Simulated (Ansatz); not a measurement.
# The perfect AlAs wire along [110], 8 atoms a period, H-terminated, part 3 of 3

Aim: is the AlAs wire along [110], 8 atoms a period, H-terminated a metal or a semiconductor?

Ansatz 0.2.0; DFT PBE, plane waves, PAW; relaxation of a wire's period; PAW set soft_1 (the session's first sound run).

So far, band gap (eV): step 3 (the perfect wire, PBE) 1.70; step 4 (another level of theory, HSE06 PBE) 2.36; step 5 (with spin-orbit coupling, k-mesh 1×1×13, PBE spin-orbit) 1.69.

**7. Strain along the wire, period over the relaxed period 1.1, k-mesh 1×1×14 (continued)**

Level of this step: DFT PBE, plane waves, PAW; relaxation at a fixed period; PAW set soft_1 (Ansatz).

The steps of the relaxation:

```tsv
step	energy less that of the first step (eV)	largest force component (eV/Å)
1	0.0000	0.6838
2	-0.1438	0.3091
3	-0.1753	0.0441
4	-0.1769	0.0294
5	-0.1773	0.0096
```

The run keeps the 4 symmetry operations that it works with, so distortions that break them were not tested.

The atoms that moved most (Å):

```tsv
atom	dx	dy	dz	length
As14	-0.223	0.000	0.000	0.223
H3	0.206	0.013	0.000	0.207
H4	0.206	-0.013	0.000	0.207
H15	-0.200	-0.014	0.000	0.201
H16	-0.200	0.014	0.000	0.201
Al5	0.175	0.000	0.000	0.175
H1	0.124	-0.007	0.000	0.124
H12	0.124	0.007	0.000	0.124
```

The relaxed structure:

```xyz
16
Lattice="15.7640 0.0000 0.0000 0.0000 13.4160 0.0000 0.0000 0.0000 4.5653" Properties=species:S:1:pos:R:3
H     6.4911    3.2307    0.0000
Al    7.1447    4.6801    0.0000
H     3.7187    8.1222    2.2826
H     3.7187    5.2933    2.2826
Al    4.4588    6.7078    2.2826
As    8.4482    8.6762    2.2826
As    8.4482    4.7393    2.2826
H     9.4538    9.8257    2.2826
H     9.4538    3.5898    2.2826
Al    9.8847    6.7078    2.2826
As    5.7890    6.7078    0.0000
H     6.4911   10.1848    0.0000
Al    7.1447    8.7354    0.0000
As   11.1590    6.7078    0.0000
H    12.1761    7.8402    0.0000
H    12.1761    5.5753    0.0000
```

This step gave:

* band gap: 1.418 eV

The electronic bands at the labelled points (eV, zero at the Fermi level):

```tsv
point	band 37	band 38	band 39	band 40	band 41	band 42	band 43	band 44
Γ	-1.62	-1.26	-1.08	-0.95	0.68	1.56	1.57	2.18
halfway	-1.65	-1.51	-1.36	-0.82	2.36	2.54	2.63	3.14
Z	-1.75	-1.72	-1.39	-1.35	2.66	2.76	2.84	2.96
```

The gap is 1.42 eV, against 1.70 eV under PBE at the relaxed period.

**8. Strain along the wire, period over the relaxed period 0.94, k-mesh 1×1×16**

The period is set to 0.94 times the relaxed one and the atoms relax within it: strain changes bond lengths and angles, which shifts the bands against each other. Against the first PBE run of this kind, the mesh along the wire has 16 points against 20.

The cell differs from the one that the last finished run ended in (c 4.565 → 3.901 Å).

input.yaml

```yaml
crystal:
  lattice:
    - [15.764, 0.0, 0.0]
    - [0.0, 13.416, 0.0]
    - [0.0, 0.0, 3.9012534583]
  atoms:
    - { symbol: H, position: [0.403908642, 0.241346654, 0.0] }
    - { symbol: Al, position: [0.449010553, 0.347339466, 0.0] }
    - { symbol: H, position: [0.222804295, 0.604434982, 0.5] }
    - { symbol: H, position: [0.222804295, 0.395529323, 0.5] }
    - { symbol: Al, position: [0.271719932, 0.499982153, 0.5] }
    - { symbol: As, position: [0.541622148, 0.646714605, 0.5] }
    - { symbol: As, position: [0.541622148, 0.353249701, 0.5] }
    - { symbol: H, position: [0.603425149, 0.734101683, 0.5] }
    - { symbol: H, position: [0.603425149, 0.265862623, 0.5] }
    - { symbol: Al, position: [0.631761952, 0.499982153, 0.5] }
    - { symbol: As, position: [0.365587505, 0.499982153, 0.0] }
    - { symbol: H, position: [0.403908642, 0.758617652, 0.0] }
    - { symbol: Al, position: [0.449010553, 0.65262484, 0.0] }
    - { symbol: As, position: [0.722048178, 0.499982153, 0.0] }
    - { symbol: H, position: [0.785093, 0.585445275, 0.0] }
    - { symbol: H, position: [0.785093, 0.414519031, 0.0] }
kpoints:
  mp_grid: { grid: [1, 1, 16] }
  band_path: { path: ["Γ", Z], npoints: 90 }
scf:
  occupations: { method: fermi_dirac, width: 0.05 }
hamiltonian:
  xc: pbe
  pseudopotentials: { kind: paw, azcp: { folder: soft_1 } }
relax:
  max_steps: 40
  f_tol: 0.02
output:
  stress: true
```

On the command line:

```bash
$ ansatz run input.yaml --threads 4 --pin off --max-ram 16384MiB --backend cpu --events-out ev --progress --plain --runs-dir out
```

Numbers of over 12 decimals in the logs are rounded to 6 here.

Log:

```text
[...]
Crystal: 16 atoms, lattice volume = 825.075 Å³
Basis set: ecut = 420 eV, 16197 PW (Γ), exchange–correlation on 216×180×54 points (8 copies of the dense FFT grid, shifted against one another)
Bands: 56, of which v1, the nominal top of the filled ones, is band 40 counted from 1 (39 counted from 0)
Symmetry: 4 space group operations
[...]
- { symbol: H, position: [0.605270, 0.735551, 0.5] }
    - { symbol: H, position: [0.605270, 0.264414, 0.5] }
    - { symbol: Al, position: [0.634137, 0.499982, 0.5] }
    - { symbol: As, position: [0.364562, 0.499982, 0.0] }
    - { symbol: H, position: [0.400086, 0.758479, 0.0] }
    - { symbol: Al, position: [0.446439, 0.653245, 0.0] }
    - { symbol: As, position: [0.730233, 0.499982, 0.0] }
    - { symbol: H, position: [0.792350, 0.586082, 0.0] }
    - { symbol: H, position: [0.792350, 0.413882, 0.0] }
[key lines of the parts left out:]
SCF converged after 2 iterations
Free energy (F): -21701.724248 eV
Fermi energy:    -1.199135 eV
P = ⅓ Tr σ = 0.4222 GPa (4.222 kbar)
```

It took 1.8 min on 4 threads of Intel Xeon Platinum 8259CL at 2.50GHz (Skylake/Cascade Lake), shared host; peak memory 2.8 GiB.

Step by step:

```tsv
step	energy less that of the first step (eV)	largest force component (eV/Å)
1	0.0000	0.7111
2	-0.1113	0.0907
3	-0.1128	0.0156
4	-0.1128	0.0158
```

The run keeps the 4 symmetry operations that it works with, so distortions that break them were not tested.

The atoms that moved most (Å):

```tsv
atom	dx	dy	dz	length
As14	0.129	0.000	0.000	0.129
H4	-0.117	0.004	0.000	0.117
H3	-0.117	-0.004	0.000	0.117
H16	0.114	-0.009	0.000	0.115
H15	0.114	0.009	0.000	0.115
Al5	-0.108	0.000	0.000	0.108
H12	-0.060	-0.002	0.000	0.060
H1	-0.060	0.002	0.000	0.060
```

Final coordinates:

```cif
data_structure
_symmetry_space_group_name_H-M 'P 1'
_symmetry_Int_Tables_number 1
_cell_length_a 15.7640
_cell_length_b 13.4160
_cell_length_c 3.9013
_cell_angle_alpha 90.000
_cell_angle_beta 90.000
_cell_angle_gamma 90.000
_cell_volume 825.08
loop_
_atom_site_label
_atom_site_type_symbol
_atom_site_fract_x
_atom_site_fract_y
_atom_site_fract_z
_atom_site_occupancy
H1 H 0.40009 0.24149 0.00000 1
Al2 Al 0.44644 0.34672 0.00000 1
H3 H 0.21536 0.60417 0.50000 1
H4 H 0.21536 0.39580 0.50000 1
Al5 Al 0.26488 0.49998 0.50000 1
As6 As 0.54501 0.64681 0.50000 1
As7 As 0.54501 0.35315 0.50000 1
H8 H 0.60527 0.73555 0.50000 1
H9 H 0.60527 0.26441 0.50000 1
Al10 Al 0.63414 0.49998 0.50000 1
As11 As 0.36456 0.49998 0.00000 1
H12 H 0.40009 0.75848 0.00000 1
Al13 Al 0.44644 0.65324 0.00000 1
As14 As 0.73023 0.49998 0.00000 1
H15 H 0.79235 0.58608 0.00000 1
H16 H 0.79235 0.41388 0.00000 1
```

This step gave:

| Quantity | Value |
| --- | --- |
| band gap | 1.753 eV |

Electronic bands along the path, in eV, zero at the Fermi level:

```tsv
point	band 37	band 38	band 39	band 40	band 41	band 42	band 43	band 44
Γ	-2.11	-2.05	-1.89	-0.87	0.88	1.03	1.23	1.67
halfway	-2.76	-2.54	-2.09	-1.92	1.15	1.26	1.83	2.18
Z	-2.67	-2.57	-2.55	-2.25	1.02	1.38	1.49	1.50
```

The gap is 1.75 eV, against 1.70 eV under PBE at the relaxed period.

**9. Results**

```yaml
cell_length_pbe: 4.150 Å
gap_pbe: 1.70 eV
gap_hse06: 2.36 eV
gap_with_spin_orbit_coupling: 1.69 eV
gap_period_scaled_by_1p1: 1.42 eV
gap_period_scaled_by_0p94: 1.75 eV
```

**Reading.** Under PBE the cell's length is 4.15 Å, and a gap of 1.70 eV makes it a semiconductor. At the relaxed period the wire is gapped under every functional, from 1.70 eV (PBE) to 2.36 eV (HSE06). Weak screening in one dimension makes quasiparticle gaps larger than the semilocal gaps, as a rule. Strain matters: under PBE the gap goes from 1.70 eV to 1.75 eV at 0.94 times the period and 1.42 eV at 1.1 times the period. Plain hydrogen on a compound's surface is a simple closure: it may leave surface states, and facets that end in unlike atoms put a field across the wire, both of which shrink the gap. A hybrid's gap is read on a coarse mesh, without a band path.

[Logs are printed without paths, hosts, clocks, repeated set-up lines and the standing remarks that a program may print on its own settings, such as how far it seeks lower states.]

[Hosts, paths, dates, database ids (printed as entryN), source tags and the programs' standing remarks are cut or masked in the printed files.]
